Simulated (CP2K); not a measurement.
Al under changes of volume

One of the cells (16.116 Å³/atom); the others are scaled copies at fixed shape and fractional positions:

```
Al
1.0
     2.75607    0.00000    0.00000
    -0.91869    2.59845    0.00000
    -0.91869   -1.29922    2.25032
Al
1
Direct
  0.00000 0.00000 0.00000
```

This isn't the form of Al at room conditions, which is fcc.

| Item | Value |
| --- | --- |
| Program | CP2K 2026.2 |
| Functional | PBE |
| Potentials or basis | POTENTIAL_UZH Al GTH-PBE-q3; TZVP-MOLOPT-PBE-GTH basis |
| Density cutoff | 6123 eV |
| k mesh | 12 × 12 × 12 |
| Occupations | fermi-dirac, width 0.05 eV |
| Spin | no spin polarisation |

```csv
volume (Å³/atom),energy over the lowest point (meV/atom),pressure (GPa)
15.149,46.11,9.4
15.471,29.43,7.2
15.793,16.82,5.3
16.116,?,?
16.438,2.40,1.9
16.760,0.00,0.5
17.083,0.45,-0.9
```

Task: What does the run at 16.116 Å³/atom give?

Result: Energy over the lowest point 7.91 meV/atom; pressure 3.5 GPa.

Worked out: A Birch-Murnaghan fit of order 3 (a polynomial in V^(-2/3)) to the other rows has its minimum at 16.87 Å³/atom with B0 = V·E''(V) = 72 GPa and B' = 3.6. It gives 7.90 meV/atom at 16.116 Å³/atom, against the run's 7.91, and -dE/dV = 3.6 GPa, against 3.5.

Energies are extrapolated to zero smearing.

Caveats: the basis of atomic orbitals isn't converged, which shifts pressures, moduli and gaps.
